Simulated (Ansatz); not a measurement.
## A vibration from a frozen displacement in AlN

Method: Ansatz 0.2.0, DFT r2SCAN, scalar-relativistic, plane waves, PAW. Cutoff 500 eV, Γ-centred 10×10×10 k-points, Gaussian smearing of 0.05 eV. No spin polarisation. Energies are free energies at this smearing, counted from the undisturbed cell; pressure is positive in compression.

Zero of the scan (as given, not relaxed at this level; it stands at 0.3 GPa; this zinc-blende form isn't the usual structure):

```xyz
2
Lattice="0.0000 2.1840 2.1840 2.1840 0.0000 2.1840 2.1840 2.1840 0.0000" Properties=species:S:1:pos:R:3 pbc="T T T"
Al    0.0000    0.0000    0.0000
N     3.2760    3.2760    3.2760
```

Every Al atom is moved by x along the Cartesian unit vector (-0.577, -0.577, -0.577); the cell and all other atoms stay fixed. The cell's volume is 20.83 Å³; the moved atoms weigh 26.982 u together and the others 14.007 u.

```csv
x (Å),ΔE (meV/cell),total force on the moved atoms along the move (eV/Å),pressure (GPa)
-0.3000,416.35,2.0781,7.0675
-0.2250,265.09,1.9241,4.6633
-0.1500,132.97,1.5604,2.4895
-0.0750,37.44,0.9393,0.8905
0.0000,0.00,0.0000,0.2602
0.0750,47.45,-1.3408,1.0561
0.1500,214.09,-3.2024,3.8264
0.2250,545.09,-5.7577,9.2391
0.2625,790.46,-7.3706,13.1873
0.3000,1101.36,-9.2606,18.1212
```

Q: What frequency belongs to this motion?

A: The force constant is k = −dF/dx = 15.200 eV/Å², from the parabola through x = -0.0750, 0 and 0.0750. In every cell the moved atoms swing against the rest, so the mass is μ = m₁m₂/(m₁ + m₂) = 9.220 u, and ν̃ = 521.5 cm⁻¹ × √(|k|/μ) = 670 cm⁻¹. To first order in x, and within 1 %, the force on every atom lies along the move and, within each of the two groups, in proportion to the atom's mass, so this is itself a mode at the zone centre of this cell, taken without macroscopic field (the transverse frequency in a polar insulator).

Q: How far does the harmonic law reach?

A: At x = -0.300 Å, kx²/2 = 684.02 meV against the computed 416.35 meV (-39.1 %): the well softens in this direction at large amplitude.